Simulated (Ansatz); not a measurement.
# Pm (bcc)

Method: r²SCAN, scalar-relativistic; collinear spin; PAW, 600 eV, 14×14×14 k-mesh, Gaussian smearing of 0.05 eV; code Ansatz. The datasets are Ansatz's generated set soft_2.

```cif
data_structure
_symmetry_space_group_name_H-M 'P 1'
_symmetry_Int_Tables_number 1
_cell_length_a 3.6756
_cell_length_b 3.6756
_cell_length_c 3.6756
_cell_angle_alpha 109.471
_cell_angle_beta 109.471
_cell_angle_gamma 109.471
_cell_volume 38.23
loop_
_atom_site_label
_atom_site_type_symbol
_atom_site_fract_x
_atom_site_fract_y
_atom_site_fract_z
_atom_site_occupancy
Pm1 Pm 0.00000 0.00000 0.00000 1
```

At room temperature and ambient pressure Pm is dhcp.

Magnetic state: ferromagnetic, site spin moments Pm 5.15 μB.

Task: Which orbitals carry the states at the Fermi level, and how many states are there?

Result: Within 0.1 eV of it: Pm 4f 56 %, Pm 5d 38 % (shares among the projected shells). The Fermi level sits on a steep edge: the density of states is 2.9, 3.8 and 3.9 states/eV per cell at −0.1, 0 and +0.1 eV.

Density of states (tetrahedra, averaged over 0.4 eV; states/eV per cell of 1 atom; energy in eV from the Fermi level; projections on Löwdin-orthogonalised atomic orbitals, summed over sites):

```
    E  total  Pm 4f up  Pm 4f down  Pm 5d up  Pm 5d down  Pm 6s
-4.85    0.0       0.0         0.0       0.0         0.0    0.0
-4.45    0.1       0.0         0.0       0.0         0.0    0.0
-4.05    0.1       0.0         0.0       0.0         0.0    0.1
-3.65    0.1       0.0         0.0       0.0         0.0    0.1
-3.25    0.1       0.0         0.0       0.0         0.0    0.1
-2.85    0.3       0.0         0.0       0.1         0.0    0.1
-2.45   10.1       9.5         0.0       0.3         0.0    0.1
-2.05    0.8       0.3         0.0       0.4         0.0    0.2
-1.65    0.9       0.1         0.0       0.6         0.0    0.1
-1.25    0.6       0.0         0.0       0.4         0.0    0.1
-0.85    0.6       0.1         0.0       0.3         0.1    0.1
-0.45    2.1       0.4         0.0       1.2         0.3    0.2
-0.05    3.3       1.6         0.0       0.8         0.6    0.2
 0.35    5.9       4.6         0.0       0.5         0.7    0.1
 0.75    2.0       0.7         0.0       0.8         0.3    0.1
 1.15    1.7       0.1         0.1       0.5         0.9    0.0
 1.55    1.7       0.0         0.3       0.1         1.1    0.1
 1.95    2.1       0.0         0.9       0.2         0.8    0.1
 2.35    5.9       0.0         4.9       0.5         0.4    0.0
 2.75    2.8       0.0         1.5       0.6         0.6    0.1
 3.15    7.5       0.0         6.3       0.8         0.4    0.0
 3.55    3.8       0.0         2.8       0.8         0.2    0.0
 3.95    1.7       0.0         0.2       1.1         0.2    0.1
 4.35    2.2       0.0         0.2       1.0         0.6    0.2
 4.75    1.4       0.0         0.1       0.2         0.9    0.1
 5.15    1.2       0.0         0.0       0.2         0.9    0.1
```

Without a U the open 4f shell is pinned at the Fermi level, an artefact: in the real crystal it splits into occupied and empty levels away from it, and its large orbital moment is missing here. No spin–orbit coupling, a notable omission for heavy elements. The run wasn't fully tested for a lower electronic state. Site moments are of spin, integrated over atomic spheres. No antiparallel order was tried.

The state of the open shells isn't shown to be the lowest, and forces and pressures are less sure for it.
